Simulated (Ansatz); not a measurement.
# Ga7P7H12: the cost of one run

Method: DFT PBE, scalar-relativistic, plane waves, PAW, in Ansatz 0.2.0.

1 further run of the same task is left out (set aside as unsound or not needed). Runs told in other sessions of the task aren't counted.

### Step 1. The structure to begin with

The structure is cubic, space group F-43m (No. 216). The conventional cell has a = 5.505 Å, b = 5.505 Å, c = 5.505 Å, α = 90.00°, β = 90.00°, γ = 90.00°. Ga (site symmetry -43m) has 4 P at 2.38 Å in its first shell of neighbours. P (site symmetry -43m) is surrounded by 4 Ga at 2.38 Å.

As a file:

```cif
data_structure
_symmetry_space_group_name_H-M 'P 1'
_symmetry_Int_Tables_number 1
_cell_length_a 3.8927
_cell_length_b 3.8927
_cell_length_c 3.8927
_cell_angle_alpha 60.000
_cell_angle_beta 60.000
_cell_angle_gamma 60.000
_cell_volume 41.71
loop_
_atom_site_label
_atom_site_type_symbol
_atom_site_fract_x
_atom_site_fract_y
_atom_site_fract_z
_atom_site_occupancy
Ga1 Ga 0.00000 0.00000 0.00000 1
P1 P 0.25000 0.25000 0.25000 1
```

This cell was relaxed beforehand with the same method: volume 20.85 Å³/atom, gap on the mesh 1.58 eV.

### Step 2. The [110] wire, 14 host atoms a period with H caps

The wire is cut from the relaxed crystal, periodic along c with vacuum across. Atoms and period relax; energies count from the bulk, -2269.7787 eV an atom. Each H cap counts from half an H2 molecule (-15.872 eV in a separate run).

The cell holds 7 Ga, 7 P, 12 H: a = 19.300 Å, b = 19.200 Å, c = 3.893 Å, α = 90.00°, β = 90.00°, γ = 90.00°.

### Step 3. Relaxation

Pressure and volume refer to the whole cell with its vacuum; only the period along c may change.

The input, input.yaml:

```yaml
crystal:
  lattice:
    - [19.3, 0.0, 0.0]
    - [0.0, 19.2, 0.0]
    - [0.0, 0.0, 3.8926748946]
  atoms:
    - { symbol: Ga, position: [0.5, 0.5, 0.0] }
    - { symbol: P, position: [0.5, 0.5716806462, 0.5] }
    - { symbol: P, position: [0.5, 0.2849580613, 0.5] }
    - { symbol: Ga, position: [0.3991535001, 0.6433612924, 0.5] }
    - { symbol: Ga, position: [0.3991535001, 0.3566387076, 0.5] }
    - { symbol: P, position: [0.6008464999, 0.4283193538, 0.0] }
    - { symbol: Ga, position: [0.6008464999, 0.6433612924, 0.5] }
    - { symbol: Ga, position: [0.6008464999, 0.3566387076, 0.5] }
    - { symbol: P, position: [0.3991535001, 0.7150419387, 0.0] }
    - { symbol: P, position: [0.3991535001, 0.4283193538, 0.0] }
    - { symbol: Ga, position: [0.2983070003, 0.5, 0.0] }
    - { symbol: Ga, position: [0.7016929997, 0.5, 0.0] }
    - { symbol: P, position: [0.2983070003, 0.5716806462, 0.5] }
    - { symbol: P, position: [0.7016929997, 0.5716806462, 0.5] }
    - { symbol: H, position: [0.5, 0.2422581977, 0.2021520737] }
    - { symbol: H, position: [0.5, 0.2422581977, 0.7978479263] }
    - { symbol: H, position: [0.3327338301, 0.3094282949, 0.5] }
    - { symbol: H, position: [0.6008464999, 0.6905717051, 0.1706892646] }
    - { symbol: H, position: [0.6008464999, 0.6905717051, 0.8293107354] }
    - { symbol: H, position: [0.6672661699, 0.3094282949, 0.5] }
    - { symbol: H, position: [0.4592273418, 0.7577418023, 0.0] }
    - { symbol: H, position: [0.3390796584, 0.7577418023, 0.0] }
    - { symbol: H, position: [0.2318873302, 0.4527895874, 0.0] }
    - { symbol: H, position: [0.7681126698, 0.4527895874, 0.0] }
    - { symbol: H, position: [0.2382331586, 0.6143805099, 0.5] }
    - { symbol: H, position: [0.7617668414, 0.6143805099, 0.5] }
basis:
  ecutwfc: 420
kpoints:
  mp_grid: { grid: [1, 1, 9] }
hamiltonian:
  xc: pbe
scf:
  occupations: { method: gaussian, width: 0.05 }
output:
  forces: true
  stress: true
  eigenvalues: true
  populations: true
  write_density: true
  write_potential: true
  elf: true
  volumetric_format: npy
relax:
  adjacent_minimum: "off"
  f_tol: 0.02
  max_steps: 45
  cell: { fix: [a, b, alpha, beta, gamma], stress_tol: 0.03 }
```

Run with:

```
$ ansatz run input.yaml --threads 4 --pin off --max-ram 11264MiB --backend cpu --events-out ev --progress --plain --runs-dir out
```

**Question.** How long does this run take on 4 threads of Intel Xeon Platinum 8259CL at 2.50GHz (Skylake/Cascade Lake), shared host, and how much memory does it need?

About 4.1 min, with a peak of 3.1 GiB.
